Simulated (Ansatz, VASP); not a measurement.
## Al2Cu in VASP and in Ansatz

INCAR

```
PREC = Accurate
ENCUT = 520
EDIFF = 1E-7
ISMEAR = 0
SIGMA = 0.15
LREAL = False
LASPH = True
NELM = 100
ALGO = Normal
ISIF = 2
LWAVE = False
LCHARG = False
NBANDS = 16
```

KPOINTS

```
regular mesh
0
Gamma
  10 10 14
```

The input POSCAR:

```
Al2Cu
1.0
    3.8536000000      0.0000000000      0.0000000000
    0.0000000000      3.8536000000      0.0000000000
    0.0000000000      0.0000000000      3.0471000000
Al Cu
2 1
Direct
    0.5000000000      0.0000000000      0.5000000000
    0.0000000000      0.5000000000      0.5000000000
    0.0000000000      0.0000000000      0.0000000000
```

Input for Ansatz:

```yaml
crystal:
  lattice:
    - [3.8536, 0.0, 0.0]
    - [0.0, 3.8536, 0.0]
    - [0.0, 0.0, 3.0471]
  atoms:
    - { symbol: Al, position: [0.5, 0.0, 0.5] }
    - { symbol: Al, position: [0.0, 0.5, 0.5] }
    - { symbol: Cu, position: [0.0, 0.0, 0.0] }
basis:
  ecutwfc: 520.0
kpoints:
  mp_grid: { grid: [10, 10, 14] }
hamiltonian:
  xc: lda
  pseudopotentials: { kind: paw, azcp: { folder: soft_1 } }
scf:
  occupations: { method: gaussian, width: 0.15 }
output:
  forces: true
  stress: true
  eigenvalues: true
```

Alike in both runs: task single point; functional LDA; k mesh 10 × 10 × 14; occupations gaussian, width 0.15 eV; no spin polarisation.

```csv
,VASP,Ansatz
version,VASP 6.6.1,Ansatz 0.2.0
potentials or method,"VASP PAW LDA potentials, release 64 (Al, Cu)","scalar-relativistic, plane waves, PAW"
plane-wave cutoff (eV),520,520
valence electrons in the cell,17,25
```

```csv
,VASP,Ansatz,Ansatz less VASP
gap on the k mesh at the Fermi level (eV),none,none,-
pressure (GPa),3.4,3.2,-0.22
largest component of the traceless stress (GPa),6.95,6.97,+0.017
```

A gap of «none» marks a metal or a gap that the smearing closes. The two sets of potentials don't hold the same shells in valence. Ansatz warned: «pseudo_functional_mismatch».
